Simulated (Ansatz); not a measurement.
## Barrier of one jump, B in BP

These are results of Ansatz 0.2.0, DFT PBE, scalar-relativistic, plane waves, PAW, not measurements. Run with 420 eV cutoff, 2×2×2 k-mesh, shifted by half a step, Gaussian smearing of 0.02 eV, no spin polarisation.

Host crystal, relaxed:

```cif
data_structure
_symmetry_space_group_name_H-M 'P 1'
_symmetry_Int_Tables_number 1
_cell_length_a 3.2161
_cell_length_b 3.2161
_cell_length_c 3.2161
_cell_angle_alpha 60.000
_cell_angle_beta 60.000
_cell_angle_gamma 60.000
_cell_volume 23.52
loop_
_atom_site_label
_atom_site_type_symbol
_atom_site_fract_x
_atom_site_fract_y
_atom_site_fract_z
_atom_site_occupancy
B1 B 0.00000 0.00000 0.00000 1
P1 P 0.25000 0.25000 0.25000 1
```

In a supercell of 32 host sites with charge +1, interstitial B hops to an equivalent place, moving 1.50 Å between the relaxed ends. Climbing-image nudged elastic band at fixed cell with images 0 (start) to 6 (end), the path measured over all atoms, converged to 0.05 eV/Å; the order of the saddle wasn't checked, and the small cell leaves errors of about a tenth of an eV.

Supercell rows in host cell vectors: -1 -1 3; -1 -1 -1; 3 -1 -1. B was set at (0.500, 0.500, 0.500) of the host cell.

At the relaxed start B has 3 B at 1.85 Å, 3 P at 1.96 Å.

(1) What barrier does the band give, and what surrounds the atom at the top?

## Answers

(1) 0.27 eV at image 2, where B has 3 B at 1.83 Å, 1 P at 2.17 Å, 2 P at 2.18 Å, 1 B at 2.38 Å.

Cost: 1 run of about 17 core-minutes, on Arm Neoverse V1 (shared hosts).